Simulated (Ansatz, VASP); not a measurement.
# AlSi63H (Al-H pair in Si) in two plane-wave programs

Wanted: the spread between two codes on one cell, functional and k mesh. Of the first pair: The structure shown is the start of the Ansatz relaxation below; VASP solves that cell, so the two are compared at the walk's first step.

Calculated with Ansatz 0.2.0; plane waves, with VASP 6.6.1 beside it; single point at PBE.

### 1. The starting structure

The cell holds 65 atoms: 63 Si, 1 Al and 1 H. Its edges and angles: a = 10.940 Å, b = 10.940 Å, c = 10.940 Å, α = 90.0°, β = 90.0°, γ = 90.0°. It derives from Si (Si (Fd-3m)). Nearest the centre at fractional (0.346, 0.346, 0.346): H65 at 0.56 Å, Al64 at 1.01 Å, Si4 at 2.08 Å, Si41 at 2.60 Å, Si26 at 2.61 Å, Si48 at 2.62 Å, Si6 at 3.42 Å, Si5 at 3.43 Å.

### 2. Ansatz: relaxation, PBE

Ansatz runs on its default PAW (the set named soft_2) files.

The two programs are compared at the cell with which this relaxation starts, whose forces are those of its first step.

input.yaml

```yaml
relax:
  f_tol: 0.01
  max_steps: 80
  random_displacement: { amplitude: 0.02, seed: 913 }
crystal:
  lattice:
    - [10.93956649, 0.0, 0.0]
    - [0.0, 10.93956649, 0.0]
    - [0.0, 0.0, 10.93956649]
  atoms:
    - { symbol: Si, position: [0.0, 0.0, 0.25] }
    - { symbol: Si, position: [0.0, 0.25, 0.0] }
    - { symbol: Si, position: [0.25, 0.0, 0.0] }
    - { symbol: Si, position: [0.236809349, 0.236809349, 0.236809349] }
    - { symbol: Si, position: [0.125, 0.125, 0.375] }
    - { symbol: Si, position: [0.125, 0.375, 0.125] }
    - { symbol: Si, position: [0.375, 0.125, 0.125] }
    - { symbol: Al, position: [0.398748656, 0.398748656, 0.398748656] }
    - { symbol: Si, position: [0.0, 0.0, 0.75] }
    - { symbol: Si, position: [0.0, 0.25, 0.5] }
    - { symbol: Si, position: [0.25, 0.0, 0.5] }
    - { symbol: Si, position: [0.25, 0.25, 0.75] }
    - { symbol: Si, position: [0.125, 0.125, 0.875] }
    - { symbol: Si, position: [0.125, 0.375, 0.625] }
    - { symbol: Si, position: [0.375, 0.125, 0.625] }
    - { symbol: Si, position: [0.375, 0.375, 0.875] }
    - { symbol: Si, position: [0.0, 0.5, 0.25] }
    - { symbol: Si, position: [0.0, 0.75, 0.0] }
    - { symbol: Si, position: [0.25, 0.5, 0.0] }
    - { symbol: Si, position: [0.25, 0.75, 0.25] }
    - { symbol: Si, position: [0.125, 0.625, 0.375] }
    - { symbol: Si, position: [0.125, 0.875, 0.125] }
    - { symbol: Si, position: [0.375, 0.625, 0.125] }
    - { symbol: Si, position: [0.375, 0.875, 0.375] }
    - { symbol: Si, position: [0.0, 0.5, 0.75] }
    - { symbol: Si, position: [0.0, 0.75, 0.5] }
    - { symbol: Si, position: [0.25, 0.5, 0.5] }
    - { symbol: Si, position: [0.25, 0.75, 0.75] }
    - { symbol: Si, position: [0.125, 0.625, 0.875] }
    - { symbol: Si, position: [0.125, 0.875, 0.625] }
    - { symbol: Si, position: [0.375, 0.625, 0.625] }
    - { symbol: Si, position: [0.375, 0.875, 0.875] }
    - { symbol: Si, position: [0.5, 0.0, 0.25] }
    - { symbol: Si, position: [0.5, 0.25, 0.0] }
    - { symbol: Si, position: [0.75, 0.0, 0.0] }
    - { symbol: Si, position: [0.75, 0.25, 0.25] }
    - { symbol: Si, position: [0.625, 0.125, 0.375] }
    - { symbol: Si, position: [0.625, 0.375, 0.125] }
    - { symbol: Si, position: [0.875, 0.125, 0.125] }
    - { symbol: Si, position: [0.875, 0.375, 0.375] }
    - { symbol: Si, position: [0.5, 0.0, 0.75] }
    - { symbol: Si, position: [0.5, 0.25, 0.5] }
    - { symbol: Si, position: [0.75, 0.0, 0.5] }
    - { symbol: Si, position: [0.75, 0.25, 0.75] }
    - { symbol: Si, position: [0.625, 0.125, 0.875] }
    - { symbol: Si, position: [0.625, 0.375, 0.625] }
    - { symbol: Si, position: [0.875, 0.125, 0.625] }
    - { symbol: Si, position: [0.875, 0.375, 0.875] }
    - { symbol: Si, position: [0.5, 0.5, 0.25] }
    - { symbol: Si, position: [0.5, 0.75, 0.0] }
    - { symbol: Si, position: [0.75, 0.5, 0.0] }
    - { symbol: Si, position: [0.75, 0.75, 0.25] }
    - { symbol: Si, position: [0.625, 0.625, 0.375] }
    - { symbol: Si, position: [0.625, 0.875, 0.125] }
    - { symbol: Si, position: [0.875, 0.625, 0.125] }
    - { symbol: Si, position: [0.875, 0.875, 0.375] }
    - { symbol: Si, position: [0.5, 0.5, 0.75] }
    - { symbol: Si, position: [0.5, 0.75, 0.5] }
    - { symbol: Si, position: [0.75, 0.5, 0.5] }
    - { symbol: Si, position: [0.75, 0.75, 0.75] }
    - { symbol: Si, position: [0.625, 0.625, 0.875] }
    - { symbol: Si, position: [0.625, 0.875, 0.625] }
    - { symbol: Si, position: [0.875, 0.625, 0.625] }
    - { symbol: Si, position: [0.875, 0.875, 0.875] }
    - { symbol: H, position: [0.316442, 0.316442, 0.316442] }
basis:
  ecutwfc: 420
  xc_grid: 2
hamiltonian:
  xc: pbe
kpoints:
  mp_grid: { grid: [2, 2, 2], shift: [0.5, 0.5, 0.5] }
scf:
  occupations: { method: fermi_dirac, width: 0.01 }
  max_iter: 120
output:
  forces: true
checkpoint:
  write: "../relax.run"
  compress: false
  write_wavefunctions: true
  write_every: 100000
```

The run is started by

```sh
ansatz run input.yaml --threads 4 --pin off --max-ram 7536MiB --backend cpu --events-out ev --progress --plain --runs-dir out
```

Numbers of over 12 decimals in the logs are rounded to 6 here.

Output:

```text
Engine: ansatz 0.2.0, aarch64-unknown-linux-gnu
Pseudopotentials: kind: paw
Pseudopotential: Si, paw, valence charge 4, recommended cutoff 420 eV (normal), Si.paw.azcp
Pseudopotential: Al, paw, valence charge 3, recommended cutoff 420 eV (normal), Al.paw.azcp
Pseudopotential: H, paw, valence charge 1, recommended cutoff 420 eV (normal), H.paw.azcp
Functional definition: PBE
  parameter kappa = 0.804
  parameter beta = 0.066725
  exchange = pbe_x(kappa = kappa, mu = beta*pi^2/3)
  correlation = pbe_c(beta = beta)
Crystal: 65 atoms, lattice volume = 1309.183 Å³
Basis set: ecut = 420 eV, 25677 PW (Γ), exchange–correlation on 150×150×150 points (8 copies of the dense FFT grid, shifted against one another)
Bands: 193, of which v1, the nominal top of the filled ones, is band 128 counted from 1 (127 counted from 0)
Symmetry: 1 space group operations
k-points: 4 of 8 (time reversal used)
Non-local potential: Si, projectors of the file, l = 0: 2, l = 1: 2, l = 2: 2
Non-local potential: Al, projectors of the file, l = 0: 2, l = 1: 2, l = 2: 1
Non-local potential: H, projectors of the file, l = 0: 2, l = 1: 1
PAW form: soft (Blöchl's): semilocal exchange-correlation on the pseudo side does not see the compensation charge
PAW one-centre angular grid: Si, 110 points (default); XC on 64 Gauss nodes
PAW one-centre angular grid: Al, 110 points (default); XC on 64 Gauss nodes
PAW one-centre angular grid: H, 110 points (default); XC on 64 Gauss nodes
Initial density: superposition of atomic densities (neutral atoms: chi_scale 0, normalization atom), corrected by the library's trained network
Initial wavefunctions: pseudopotential atomic-orbital guess
Functional: x = pbe(κ = 0.804, μ = 0.219515), c = pbe(β = 0.066725)
SCF iter   1: F=—  HF=-40607.387756 eV  |F-HF|=—  |Δ(HF+E_count)|=         —  Δρ=1.40e-3  dr2=5.13e-2  ethr=1.77e-3  ⟨swp⟩=6.0  Hψ=3552  notcnv=0  defer=180
preconditioner: auto → Resta (q_TF=auto, 2.079 Å⁻¹)  ε∞=5.4  [insulator: Δε(μ)=1.114 eV  Ē_g=7.810 eV  σ=0.010 eV  W_gap=1.00  n_scr=202 (ndim 8)  ℏωp=16.4 eV  f_vac=0.000  D(μ)=0.00/eV (n_scr^D=0)  ε∞_Penn≈5.4]
SCF iter   2: F=—  HF=-40607.389650 eV  |F-HF|=—  |Δ(HF+E_count)|=   1.89e-3  Δρ=7.30e-4  dr2=7.56e-3  ethr=2.01e-5  ⟨swp⟩=3.8  Hψ=1311  notcnv=0  defer=235
SCF iter   3: F=—  HF=-40607.390746 eV  |F-HF|=—  |Δ(HF+E_count)|=   1.10e-3  Δρ=2.15e-4  dr2=6.59e-4  ethr=2.95e-6  ⟨swp⟩=2.0  Hψ=834  notcnv=0  defer=235
SCF iter   4: F=—  HF=-40607.390181 eV  |F-HF|=—  |Δ(HF+E_count)|=   5.66e-4  Δρ=3.07e-5  dr2=2.12e-5  ethr=2.58e-7  ⟨swp⟩=2.2  Hψ=919  notcnv=0  defer=235
SCF iter   5: F=—  HF=-40607.390195 eV  |F-HF|=—  |Δ(HF+E_count)|=   1.44e-5  Δρ=1.04e-5  dr2=2.64e-6  ethr=8.26e-9  ⟨swp⟩=2.0  Hψ=1045  notcnv=0  defer=235
SCF iter   6: F=-40607.390197 eV  HF=-40607.390197 eV  |F-HF|=6.59e-8  |Δ(HF+E_count)|=   1.76e-6  Δρ=2.34e-6  dr2=1.55e-7  ethr=9.77e-10  ⟨swp⟩=4.0  Hψ=1912  notcnv=0
SCF 1 converged in 6 iterations: F = -40607.390197 eV  dr2 = 1.55e-7
  greatest PAW one-centre occupation: 0.647 electrons in one spin orbital (limit 2), on the Si atom at site 3 (counted from 0), in its partial waves of l = 0
relax step   1: F+E_penalty+E_count = -40607.39019676 eV  Δ(F+E_penalty+E_count) = +0.000e0 eV  max|allowed force component| = 1.710e0 eV/Å  Δτ_max = 0.0000 Å  (6 SCF iters, dr2 threshold 2.50e-6 eV, accepted)
Initial density: handed on by an earlier stage of this run
Initial wavefunctions: those handed on with the density
iter 1 solved again at ethr=9.76e-5 eV; its pass at ethr=3.10e-3 eV (dr2=2.50e-1 eV) is discarded
SCF iter   1: F=—  HF=-40608.103281 eV  |F-HF|=—  |Δ(HF+E_count)|=         —  Δρ=4.09e-3  dr2=2.53e-1  ethr=9.76e-5  ⟨swp⟩=1.0  Hψ=3294  notcnv=0  defer=235
preconditioner: auto → Resta (q_TF=auto, 2.079 Å⁻¹)  ε∞=5.4  [insulator: Δε(μ)=1.063 eV  Ē_g=7.811 eV  σ=0.010 eV  W_gap=1.00  n_scr=202 (ndim 8)  ℏωp=16.4 eV  f_vac=0.000  D(μ)=0.00/eV (n_scr^D=0)  ε∞_Penn≈5.4]
SCF iter   2: F=—  HF=-40608.060973 eV  |F-HF|=—  |Δ(HF+E_count)|=   4.23e-2  Δρ=2.10e-3  dr2=4.80e-2  ethr=9.76e-5  ⟨swp⟩=2.0  Hψ=875  notcnv=0  defer=235
SCF iter   3: F=—  HF=-40608.054288 eV  |F-HF|=—  |Δ(HF+E_count)|=   6.69e-3  Δρ=3.90e-4  dr2=1.69e-3  ethr=1.87e-5  ⟨swp⟩=3.0  Hψ=1192  notcnv=0  defer=235
SCF iter   4: F=—  HF=-40608.054446 eV  |F-HF|=—  |Δ(HF+E_count)|=   1.58e-4  Δρ=6.52e-5  dr2=1.76e-4  ethr=6.60e-7  ⟨swp⟩=2.0  Hψ=1002  notcnv=0  defer=235
SCF iter   5: F=-40608.054473 eV  HF=-40608.054468 eV  |F-HF|=4.51e-6  |Δ(HF+E_count)|=   2.23e-5  Δρ=2.19e-5  dr2=1.32e-5  ethr=3.91e-8  ⟨swp⟩=2.0  Hψ=2088  notcnv=0
SCF 2 converged in 5 iterations: F = -40608.054473 eV  dr2 = 1.32e-5
  greatest PAW one-centre occupation: 0.645 electrons in one spin orbital (limit 2), on the Si atom at site 3 (counted from 0), in its partial waves of l = 0
[...]
k-point 3: bands = [... 124 lower, 5.2379, 5.3659, 5.6957, 5.7859, 6.8992, 6.9157, 6.9487, 7.3144, ... 61 higher]
--- Relaxed structure (17 steps of the walk, 16 accepted, 0 SCFs on fresh bases) ---
  F+E_penalty+E_count = -40608.12014667 eV   max|allowed force component| = 4.691e-3 eV/Å
  atoms:
    - { symbol: Si, position: [0.0021493, 0.00201431, 0.251150] }
    - { symbol: Si, position: [-0.00367288, 0.249049, -0.00291229] }
    - { symbol: Si, position: [0.249179, -0.00382623, -0.00293605] }
    - { symbol: Si, position: [0.235223, 0.235076, 0.231369] }
    - { symbol: Si, position: [0.125552, 0.125410, 0.380264] }
    - { symbol: Si, position: [0.118593, 0.375959, 0.119286] }
    - { symbol: Si, position: [0.376085, 0.118438, 0.119262] }
    - { symbol: Al, position: [0.393686, 0.393562, 0.398139] }
    - { symbol: Si, position: [-0.000303704, -0.000422184, 0.749946] }
    - { symbol: Si, position: [-0.000743065, 0.251996, 0.502195] }
    - { symbol: Si, position: [0.252127, -0.000884132, 0.502206] }
    - { symbol: Si, position: [0.249990, 0.249862, 0.750732] }
    - { symbol: Si, position: [0.124610, 0.124477, 0.874681] }
    - { symbol: Si, position: [0.122557, 0.376029, 0.629267] }
    - { symbol: Si, position: [0.376162, 0.122424, 0.629273] }
    - { symbol: Si, position: [0.374947, 0.374812, 0.875360] }
    - { symbol: Si, position: [-0.000960132, 0.500102, 0.250740] }
    - { symbol: Si, position: [-6.373364229154193e-5, 0.750082, 0.00109076] }
    - { symbol: Si, position: [0.250813, 0.500052, 0.000624046] }
    - { symbol: Si, position: [0.250259, 0.749601, 0.250837] }
    - { symbol: Si, position: [0.122762, 0.626846, 0.375401] }
    - { symbol: Si, position: [0.125286, 0.874746, 0.126137] }
    - { symbol: Si, position: [0.376001, 0.625606, 0.125666] }
    - { symbol: Si, position: [0.375401, 0.874205, 0.375762] }
    - { symbol: Si, position: [-0.00127718, 0.500747, 0.752838] }
[...]
- { symbol: Si, position: [0.499525, 0.499398, 0.749648] }
    - { symbol: Si, position: [0.500296, 0.749511, 0.500968] }
    - { symbol: Si, position: [0.749651, 0.500173, 0.500968] }
    - { symbol: Si, position: [0.749822, 0.749695, 0.750766] }
    - { symbol: Si, position: [0.624458, 0.624323, 0.875102] }
    - { symbol: Si, position: [0.625110, 0.874817, 0.625816] }
    - { symbol: Si, position: [0.874950, 0.624976, 0.625830] }
    - { symbol: Si, position: [0.874963, 0.874823, 0.875656] }
    - { symbol: H, position: [0.330731, 0.330740, 0.268860] }
```

### 3. VASP: single point, PBE, start cell, pair 1

The same cell, functional, mesh and smearing now go to VASP, with its own data sets.

Lines of VASP's logs that name or quote its potential files are left out, and so is its time.

INCAR

```
SYSTEM = AlSi63H
PREC = Accurate
ENCUT = 400
EDIFF = 1E-06
NELM = 120
ISMEAR = -1
SIGMA = 0.01
LREAL = Auto
ALGO = Normal
GGA = PE
NBANDS = 176
LORBIT = 11
LWAVE = .FALSE.
LCHARG = .FALSE.
ISIF = 2
ISYM = 0
LASPH = .TRUE.
GGA_COMPAT = .FALSE.
EFERMI = MIDGAP
KPAR = 4
```

POSCAR

```
AlSi63H
1.0
   10.9395664856      0.0000000000      0.0000000000
    0.0000000000     10.9395664856      0.0000000000
    0.0000000000      0.0000000000     10.9395664856
Si Al H
63 1 1
Direct
    0.0011275584      0.9985676763      0.2501388884
    0.0012230832      0.2497277203      0.0013313142
    0.2505474969      0.9983742500      0.0006322006
    0.2365357899      0.2361582612      0.2351230283
    0.1265227467      0.1239986065      0.3751450302
    0.1255236212      0.3766800088      0.1254958322
    0.3749542548      0.1262241974      0.1236429251
    0.0017130478      0.0006386908      0.7500048572
    0.9985152062      0.2498123672      0.5010500194
    0.2487815220      0.0003312746      0.4986778962
    0.2508747493      0.2484811444      0.7505200513
    0.1249270711      0.1262113999      0.8736326995
    0.1236729080      0.3750219906      0.6262572661
    0.3741869484      0.1262989719      0.6259970182
    0.3740641830      0.3734360960      0.8751446424
    0.9983034977      0.5005361965      0.2495796340
    0.0008006716      0.7507020512      0.9985139265
    0.2502636648      0.5012075211      0.0013471283
    0.2514200178      0.7491026277      0.2492783424
    0.1250766200      0.6266432046      0.3757977983
    0.1262642356      0.8746689380      0.1262784958
    0.3755156116      0.6233490156      0.1244075807
    0.3759817179      0.8754658617      0.3764702199
    0.9994741108      0.4982787030      0.7496790673
    0.0011541591      0.7507540642      0.4987992904
    0.2511422188      0.5004105974      0.5013671252
    0.2486940414      0.7511502408      0.7494399354
    0.1240732895      0.6234784540      0.8745895016
    0.1267697401      0.8745724077      0.6248343578
    0.3757606853      0.6248854567      0.6266584703
    0.3766056914      0.8742453380      0.8745586045
    0.5011711394      0.9996558365      0.2486390118
    0.4987174773      0.2489643446      0.0007906163
    0.7490816945      0.9984225152      0.9998968881
    0.7493363664      0.2513341825      0.2510592173
    0.6260429066      0.1239838893      0.3738945236
    0.6241846977      0.3766363142      0.1250158315
    0.8759816043      0.1244914048      0.1235439267
    0.8765553930      0.3754870913      0.3758282383
    0.5000286810      0.0009239854      0.7484227104
    0.4999100291      0.2518037624      0.4997157801
    0.7514147851      0.0000800763      0.4988449046
    0.7490542711      0.2500104555      0.7484354166
    0.6265011515      0.1260365300      0.8751202356
    0.6238662207      0.3739506502      0.6259777304
    0.8761292335      0.1251247937      0.6264324102
    0.8750067942      0.3767013076      0.8756691604
    0.5014970207      0.5000038171      0.2489505415
    0.5013536878      0.7510509681      0.9993631375
    0.7513146897      0.5005661794      0.9988626606
    0.7491241093      0.7504150197      0.2515501874
    0.6266092911      0.6250775119      0.3758640715
    0.6259116400      0.8761594907      0.1239198100
    0.8735874509      0.6247837160      0.1261403733
    0.8752075334      0.8733040759      0.3743494777
    0.4987329258      0.4988096198      0.7494345421
    0.5013115471      0.7507441004      0.5010337482
    0.7501664724      0.4981901255      0.5001979747
    0.7487055370      0.7511283935      0.7493725652
    0.6265534387      0.6258524055      0.8745496462
    0.6263600124      0.8761959638      0.6252500050
    0.8735009758      0.6259414401      0.6245429386
    0.8748282679      0.8756664181      0.8733062697
    0.3976569826      0.4001920008      0.3990081331
    0.3165096171      0.3168317506      0.3146570757
```

KPOINTS

```
Points of the shifted mesh
8
Reciprocal
 0.2500000000  0.2500000000  0.2500000000 1
 0.2500000000  0.2500000000  0.7500000000 1
 0.2500000000  0.7500000000  0.2500000000 1
 0.2500000000  0.7500000000  0.7500000000 1
 0.7500000000  0.2500000000  0.2500000000 1
 0.7500000000  0.2500000000  0.7500000000 1
 0.7500000000  0.7500000000  0.2500000000 1
 0.7500000000  0.7500000000  0.7500000000 1
```

Potentials, in the order of the species: Si, Al and H (PBE family, release 64).

The run is started by

```sh
mpirun -np 8 vasp_std
```

Output:

```text
[banner, memory and clock lines left out]
running    8 mpi-ranks, on    1 nodes
[...]
|                                                                             |
|           W    W    AA    RRRRR   N    N  II  N    N   GGGG   !!!           |
|           W    W   A  A   R    R  NN   N  II  NN   N  G    G  !!!           |
|           W    W  A    A  R    R  N N  N  II  N N  N  G       !!!           |
|           W WW W  AAAAAA  RRRRR   N  N N  II  N  N N  G  GGG   !            |
|           WW  WW  A    A  R   R   N   NN  II  N   NN  G    G                |
|           W    W  A    A  R    R  N    N  II  N    N   GGGG   !!!           |
|                                                                             |
|     For optimal performance we recommend to set                             |
|       NCORE = 2 up to number-of-cores-per-socket                            |
|     NCORE specifies how many cores store one orbital (NPAR=cpu/NCORE).      |
|     This setting can greatly improve the performance of VASP for DFT.       |
|     The default, NCORE=1 might be grossly inefficient on modern             |
|     multi-core architectures or massively parallel machines. Do your        |
|     Unfortunately you need to use the default for GW and RPA                |
|     calculations (for HF NCORE is supported but not extensively tested      |
|     yet).                                                                   |
|                                                                             |

 LDA part: xc-table for (Slater+PW92), standard interpolation
 POSCAR, INCAR and KPOINTS ok, starting setup
[...]
entering main loop
       N       E                     dE             d eps       ncg     rms          rms(c)
DAV:   1     0.543256493226E+03    0.54326E+03   -0.82961E+04  2816   0.977E+02
DAV:   2    -0.295002631525E+03   -0.83826E+03   -0.78667E+03  3384   0.162E+02
DAV:   3    -0.351499914967E+03   -0.56497E+02   -0.55606E+02  3496   0.383E+01
DAV:   4    -0.352851393505E+03   -0.13515E+01   -0.13423E+01  3448   0.715E+00
[...]
DAV:  15    -0.346902363076E+03   -0.55928E-05   -0.24085E-05  3568   0.907E-03    0.539E-03
DAV:  16    -0.346902365864E+03   -0.27886E-05   -0.59857E-06  3296   0.515E-03    0.216E-03
DAV:  17    -0.346902366244E+03   -0.37994E-06   -0.10319E-06  1968   0.199E-03
   1 F= -.34690237E+03 E0= -.34690237E+03  d E =0.000000E+00
```

Parts of OUTCAR (step 3):

```text
  Total        8.1646545      7.9436076      8.0549179     -1.9709559     -1.1703695     -1.5922247
  in kB        9.9918995      9.7213824      9.8576039     -2.4120546     -1.4322975     -1.9485637
  external PRESSURE =       9.8569619 kB  Pullay stress =       0.0000000 kB

 POSITION                                       TOTAL-FORCE (eV/Angst)
 -----------------------------------------------------------------------------------
      0.01234     10.92390      2.73641        -0.184455      0.097447     -0.012979
      0.01338      2.73191      0.01456        -0.131571      0.187485     -0.288744
      2.74088     10.92178      0.00692        -0.044158      0.150383     -0.267551
      2.58760      2.58347      2.57214        -0.009097      0.142246      0.208561
      1.38410      1.35649      4.10392        -0.761951     -0.172607      0.268025
      1.37317      4.12072      1.37287        -0.525243      0.256851     -0.383625
      4.10184      1.38084      1.35260         0.358566     -0.778132     -0.254993
      0.01874      0.00699      8.20473        -0.075213     -0.106341     -0.049113
     10.92332      2.73284      5.48127         0.337303      0.047678     -0.118243
      2.72156      0.00362      5.45532         0.440907     -0.004481      0.285438
      2.74446      2.71828      8.21036        -0.248008      0.282457     -0.093453
      1.36665      1.38070      9.55716         0.156445     -0.217271      0.367334
      1.35293      4.10258      6.85098         0.316488     -0.065813     -0.131409
      4.09344      1.38166      6.84814         0.192786     -0.126460     -0.348186
[...]
-----------------------------------------------------------------------------------
    total drift:                                0.001740      0.003009      0.001064

  FREE ENERGIE OF THE ION-ELECTRON SYSTEM (eV)
  ---------------------------------------------------
  free  energy   TOTEN  =      -346.9023662443 eV

  energy  without entropy=     -346.9023662443  energy(sigma->0) =     -346.90236624

[... 2 further parts left out ...]
```

The run ends at a pressure of 0.99 GPa, with forces up to 2.3 eV/Å.

(Part 1 of 2 ends here.)

[Lines on the potential files, build, host, timing and source positions are cut from VASP's logs without a mark.]

[Logs are printed without paths, hosts, clocks, repeated set-up lines and the standing remarks that a program may print on its own settings, such as how far it seeks lower states.]

[Hosts, paths, dates, database ids (printed as entryN), source tags and the programs' standing remarks are cut or masked in the printed files.]
